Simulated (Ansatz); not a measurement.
Clean, relaxed (111) surface of Cu, space group Fm-3m (No. 225) (top face towards +c; atoms held fixed, by place in the list: 1, 2):

```
CELL_PARAMETERS angstrom
2.51968 0.00000 0.00000
-1.25984 2.18211 0.00000
0.00000 0.00000 23.17194
ATOMIC_POSITIONS crystal
Cu 0.66667 0.33333 0.36682
Cu 0.33333 0.66667 0.45561
Cu 0.00000 0.00000 0.54327
Cu 0.66667 0.33333 0.63083
```

Method: Ansatz, DFT PBEsol, scalar-relativistic, plane waves, PAW. Plane waves to 420 eV, a k mesh through Γ of 12×12×1 on the computed 4-atom cell and Gaussian smearing (0.10 eV); no spin polarisation. A dipole correction removes the field between periodic images along c.

O (atom) is put at the hollow (Cu-Cu-Cu) at (0.33, 0.67) site, one adsorbate per 5.5 Å², and relaxed. E_ads counts from the clean slab and the free adsorbate (spin-polarised where it has unpaired electrons); negative means bound. Heights count from the highest slab atom after relaxation. Bonded neighbours lie within 1.25 times the sum of covalent radii (1.35 for H) and, on that scale, within 12 % of the closest. With the adsorbate the cell is lengthened along c to keep the vacuum.

Q: How strongly does it bind, and where does its anchoring atom end?

A: -3.24 eV; at (0.33, 0.67), 3 bonded neighbours (Cu).

Q: How high does its anchoring atom sit over the highest slab atom, and what is the shortest contact with the surface?

A: 1.18 Å; O–Cu 1.88 Å.

Q: The clean face has a work function of 4.94 eV. How does the adsorbate change it?

A: By +3.27 eV.

Each end is the local minimum or symmetric point that its start leads to. The slab is only 6.2 Å thick, so the energies aren't converged with thickness.

For at least one of the starts the bottom face's work function also shifts by over 0.1 eV: the slab is too thin to screen the adsorbate, so the work functions aren't converged with thickness.

Spin polarisation was left out, and a magnetic state may lie lower.